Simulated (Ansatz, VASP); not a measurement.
## One calculation of Te, two programs

```
CELL_PARAMETERS angstrom
4.51261 0.00000 0.00000
-2.25631 3.90804 0.00000
0.00000 0.00000 6.00196
ATOMIC_POSITIONS crystal
Te 0.73100 0.73100 0.00000
Te 0.00000 0.26900 0.66667
Te 0.26900 0.00000 0.33333
```

Change from the starting cell: volume scaled by 1.04.

Alike in both runs: task single point; functional PBE; k mesh 7 × 7 × 5; occupations fermi-dirac, width 0.05 eV; no spin polarisation.

```csv
,VASP,Ansatz
version,VASP 6.6.1,Ansatz 0.2.0
potentials or method,"VASP PAW PBE potentials, release 64 (Te)",Ansatz PAW
plane-wave cutoff (eV),520,420
valence electrons in the cell,18,48
```

Ansatz gave:

- gap on the k mesh at the Fermi level (eV): 0.64
- least direct gap on the mesh (eV): 0.77
- pressure (GPa): -0.4
- largest component of the traceless stress (GPa): 0.26
- rms of the force components (eV/Å): 0.028

Question: Which values does VASP return?

Answer: gap on the k mesh at the Fermi level (eV): 0.64; least direct gap on the mesh (eV): 0.76; pressure (GPa): -0.4; largest component of the traceless stress (GPa): 0.25; rms of the force components (eV/Å): 0.024.

Atom by atom the forces differ by 0.004 eV/Å (rms over components). The functional is the same, so the differences come from potentials, cutoffs and numerics. The two sets of potentials don't hold the same shells in valence.

Caveats: spin-orbit coupling is left out, which moves the levels of the heavy elements; an odd mesh through Γ misses points on the zone boundary, where band edges often lie (VASP); odd divisions of the mesh miss points on the zone boundary, where band edges often lie, so the gap on the mesh can be too wide (Ansatz).
